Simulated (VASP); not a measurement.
Crystal: HgSe.

```
CELL_PARAMETERS angstrom
0.00000 3.03900 3.03900
3.03900 0.00000 3.03900
3.03900 3.03900 0.00000
ATOMIC_POSITIONS crystal
Hg 0.00000 0.00000 0.00000
Se 0.75000 0.75000 0.75000
```

```yaml
Program: VASP 6.6.1
Task: relaxation of cell and atoms
Functional: PBE
Dispersion: TS
Potentials_or_basis: VASP PAW PBE potentials, release 64 (Hg, Se)
Cutoff: 600 eV
k_mesh: 8 × 8 × 8
Occupations: fermi-dirac, width 0.05 eV
Spin: no spin polarisation
```

At the start: pressure 3.0 GPa; volume 28.07 Å³/atom.

Where does the relaxation end?

Over 3 steps the energy falls by 13.7 meV/atom and the volume is 29.58 Å³/atom (+5.4 %); space group F-43m (No. 216, to 0.05 Å).

The path:
```
step  energy change (eV)  largest force (eV/Å)  pressure (GPa)  volume (Å³)
   1              0.0000                0.0000            3.04        56.13
   2             -0.0221                0.0000           -1.18        60.58
   3             -0.0273                0.0000           -0.05        59.15
```

Final structure:
```
Hg Se
1.0
     0.00000    3.09249    3.09249
     3.09249    0.00000    3.09249
     3.09249    3.09249    0.00000
Hg Se
1 1
Cartesian
  0.0000 0.0000 0.0000
  4.6387 4.6387 4.6387
```

Caveat: atom-pairwise D2, TS and ULG terms overbind metals; pairwise dispersion overbinds metals, which lowers pressure and volume.
